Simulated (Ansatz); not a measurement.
# Y under changes of volume

One of the cells (33.012 Å³/atom); the others are scaled copies at fixed shape and fractional positions:

```xyz
2
Lattice="3.6474 0.0000 0.0000 -1.8237 3.1587 0.0000 0.0000 0.0000 5.7306" Properties=species:S:1:pos:R:3 pbc="T T T"
Y     1.8237    1.0529    4.2980
Y     0.0000    2.1058    1.4326
```

```yaml
Program: Ansatz 0.2.0
Functional: PBEsol
Potentials_or_basis: Ansatz PAW
Cutoff: "420 eV (not typed: the program's choice for these potentials)"
k_mesh: 8 × 8 × 5
Occupations: fermi-dirac, width 0.05 eV
Spin: no spin polarisation
```

```csv
volume (Å³/atom),energy over the lowest point (meV/atom),pressure (GPa)
31.031,0.00,0.4
31.691,0.24,-0.5
32.351,3.91,-1.3
33.012,10.81,-2.0
33.672,?,?
34.332,33.31,-3.4
34.992,48.46,-3.9
```

Problem. What does the run at 33.672 Å³/atom give?

Solution. Energy over the lowest point 20.68 meV/atom; pressure -2.7 GPa.

Worked out: A Birch-Murnaghan fit of order 3 (a polynomial in V^(-2/3)) to the other rows has its minimum at 31.32 Å³/atom with B0 = V·E''(V) = 42 GPa (rough, since the energies scatter) at fixed shape and positions, which overstates the stiffness. It gives 20.68 meV/atom at 33.672 Å³/atom, against the run's 20.68, and -dE/dV = -2.7 GPa, against -2.7.

Energies are extrapolated to zero smearing.

Caveats: the PAW data sets come from PBE, with cores solved anew for the run's functional, which leaves a small shift of forces and pressure.
